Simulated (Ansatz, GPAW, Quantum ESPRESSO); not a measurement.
## Fitting the LDA energy curve of PtAl

Symmetry: Pm-3m, No. 221, cubic system. The conventional cell has a = 3.092 Å, b = 3.092 Å, c = 3.092 Å, α = 90.00°, β = 90.00°, γ = 90.00°. Pt (site symmetry m-3m) is surrounded by 8 Al at 2.68 Å. Around Al (site symmetry m-3m) lie 8 Pt at 2.68 Å.

Measurements of this composition are mostly on another form, of space group No. 198.

The cell was scaled at fixed shape and fractions and run with GPAW, the program's PAW data sets (release 1.2.1) made for this functional, cutoff 600 eV; LDA, k mesh 9 × 9 × 9 on the cell of 2 atoms, fermi-dirac occupations of 0.05 eV, no spin polarisation, no spin-orbit coupling. Energies are those that the program minimises, any entropy of the smearing included. For a metal such a mesh isn't converged to the digits shown.

```csv
V (Å³/atom),energy over the lowest row (meV/atom)
13.8875,0.71
14.1830,0.00
14.4785,7.11
14.7740,21.14
15.0694,41.30
15.3649,?
15.6604,97.25
```

Q: Fit the third-order Birch-Murnaghan form, give V0, B0 and B′, and predict the energy left open.

A: With y = (V0/V)^(2/3), E = E0 + (9 V0 B0/16) [(y - 1)³ B′ + (y - 1)² (6 - 4y)]. Least squares through the rows shown give V0 = 14.0592 Å³/atom, E0 = -0.71 meV, B0 = 212.1 GPa (1 eV/Å³ = 160.218 GPa) and B′ = 4.81, with a largest miss of 0.00 meV. At V = 15.3649 the form with these constants gives 66.88 meV; the run gave 66.88 meV an atom. Other set-ups at this level, from all their volumes (Å³/atom, GPa): Ansatz, all-electron LAPW, scalar-relativistic: V0 14.028, B0 213.3; Quantum ESPRESSO, GBRV 1.5 LDA: V0 14.027, B0 214.1.
